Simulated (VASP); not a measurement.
**Au: single point with PBE**

The system is Au.

```
Au
1.0
    -1.65062    1.65062    1.65062
     1.65062   -1.65062    1.65062
     1.65062    1.65062   -1.65062
Au
1
Cartesian
  0.0000 0.0000 0.0000
```

The cell was built by a generator and needn't be a form met in nature.

```yaml
Program: VASP 6.6.1
Task: single point
Functional: PBE
Potentials_or_basis: VASP PAW PBE potentials, release 64 (Au)
Cutoff: 520 eV
k_mesh: 18 × 18 × 18
Occupations: gaussian, width 0.05 eV
Spin: no spin polarisation
Dipole_correction: no
Further_INCAR_settings: ALGO = Normal; EDIFF = 1e-06; NBANDS = 12
```

```
Pressure               : -0.3 GPa
Band gap on the k mesh : none (metal or under the smearing width)
```

Levels at points of the mesh, in eV from the Fermi level:
```tsv
k point	band 2	band 3	band 4	band 5	band 6	band 7	band 8	band 9	band 10	band 11
(0.00, 0.00, 0.00)	-4.64	-4.64	-4.64	-2.87	-2.87	16.45	16.45	16.45	23.32	23.32
(0.50, 0.00, 0.00)	-5.64	-3.01	-2.69	-1.47	-0.45	3.21	12.30	13.50	21.02	21.46
(0.50, 0.50, 0.50)	-6.42	-1.82	-1.82	-1.82	6.20	6.20	6.20	9.05	15.39	15.39
```

Wall time 22 s on 1 thread of Intel(R) Xeon(R) Platinum 8259CL CPU @ 2.50GHz (Skylake/Cascade Lake), on a shared host, peak memory 0.17 GiB.

The run has no spin-orbit coupling, so splittings on Au are missing.
